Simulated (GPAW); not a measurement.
# Pd in GPAW: convergence with density grid spacing (A)

Input of the first run (density grid spacing (A) 0.24); the others differ in this setting and in those tied to it:

The input run.py:

```python
from ase.dft.bandgap import bandgap
from ase.io import read, write
from ase.units import GPa
from gpaw import GPAW, PW

atoms = read('Pd.xyz')

calc = GPAW(mode=PW(600),
            h=0.24,
            xc='MGGA_X_R2SCAN+MGGA_C_R2SCAN',
            kpts={'size': (12, 12, 12), 'gamma': True},
            occupations={'name': 'fermi-dirac', 'width': 0.05},
            nbands=17,
            convergence={'density': 1e-05, 'energy': 1e-05},
            maxiter=100,
            txt='gpaw.txt')
atoms.calc = calc
energy = atoms.get_potential_energy()
forces = atoms.get_forces()
stress = atoms.get_stress()
calc.write('gs.gpw')
write('result.traj', atoms)
print(f'Energy: {energy:.6f} eV')
print('Forces (eV/A):')
print(forces.round(4))
print('Stress (GPa):', (stress / GPa).round(3))
print('Fermi level:', round(calc.get_fermi_level(), 4), 'eV')
print(f'Gap: {bandgap(calc)[0]:.4f} eV, direct: {bandgap(calc, direct=True)[0]:.4f} eV')
```

Pd.xyz

```xyz
1
Lattice="-1.5722810000 1.5722810000 1.5722810000 1.5722810000 -1.5722810000 1.5722810000 1.5722810000 1.5722810000 -1.5722810000" Properties=species:S:1:pos:R:3 pbc="T T T"
Pd     0.0000000000      0.0000000000      0.0000000000
```

Potentials or basis: GPAW PAW data sets (gpaw-data 1.2.1), pw.

Command:

```bash
$ OMP_NUM_THREADS=1 python run.py
```

This isn't the form of Pd at room conditions, which is fcc.

Hardware: 1 thread of Arm Neoverse V2 (shared host).

```
density grid spacing (A)  energy less the tightest run, at zero smearing (meV/atom)  pressure (GPa)  SCF cycles  CPU time (s)  peak memory (GiB)
                    0.24                                                       1.94           -4.18          11            20                0.2
                     0.2                                                       1.33           -4.14          11            26                0.2
                    0.17                                                       0.56           -4.19          11            55               0.21
                    0.15                                                       0.34           -4.19          11            45               0.22
                    0.13                                                       0.25           -4.18          11            86               0.22
                    0.11                                                       0.10           -4.18          11           100               0.24
                    0.09                                                       0.00           -4.18          11           170               0.29
```

Against the tightest run, the energy stays within 1 meV/atom from 0.17 on; the pressure stays within 0.1 GPa from 0.24 on. The tightest run that finished is the yardstick and may itself not be fully converged.

Caveat, for the tightest run too: the PAW data sets were made with another functional, which shifts forces and pressure a little.
